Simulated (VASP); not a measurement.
Wanted: the native input for a VASP 6.6.1 run.

- Task: single point
- Functional: PBE
- Potentials or basis: VASP PAW PBE potentials, release 64 (Pb_d, Te)
- Cutoff: 520 eV
- k mesh: 7 × 7 × 7
- Occupations: gaussian, width 0.012 eV
- Spin: no spin polarisation
- Further INCAR settings: ALGO = Normal; EDIFF = 1e-06; NBANDS = 17

The structure of TePb lies in POSCAR:

```
TePb
1.0
    0.0000000000      3.2310000000      3.2310000000
    3.2310000000      0.0000000000      3.2310000000
    3.2310000000      3.2310000000      0.0000000000
Pb Te
1 1
Direct
    0.0000000000      0.0000000000      0.0000000000
    0.5000000000      0.5000000000      0.5000000000
```

One way to write it, as run:

INCAR

```
SYSTEM = TePb
PREC     = Accurate       ! precision mode
ENCUT    = 520            ! plane-wave cutoff, eV
EDIFF    = 1E-6           ! SCF threshold, eV
ISMEAR   = 0              ! smearing method
SIGMA    = 0.012          ! smearing width, eV
LREAL    = .FALSE.        ! projectors in reciprocal space
LASPH    = .TRUE.         ! aspherical terms in the spheres
NELM     = 100            ! most SCF steps
ALGO     = Normal         ! electronic algorithm
ISIF     = 2              ! what is computed and relaxed
LWAVE    = .FALSE.        ! write WAVECAR
LCHARG   = .FALSE.        ! write CHGCAR
GGA      = PE             ! functional
NBANDS   = 17             ! bands
```

KPOINTS

```
regular mesh
0
G
  7 7 7
  0 0 0
```

Potentials or basis: VASP PAW PBE potentials, release 64 (Pb_d, Te).

Command:

```console
$ cat potpaw_PBE.64/Pb_d/POTCAR potpaw_PBE.64/Te/POTCAR > POTCAR
$ mpirun -np 1 vasp_std > vasp.out
```

Results of the run:

- Pressure: 2.1 GPa

It took 13 s on 1 thread of Intel(R) Xeon(R) 6975P-C (Granite Rapids), with other jobs on the host, peak memory 0.19 GiB.
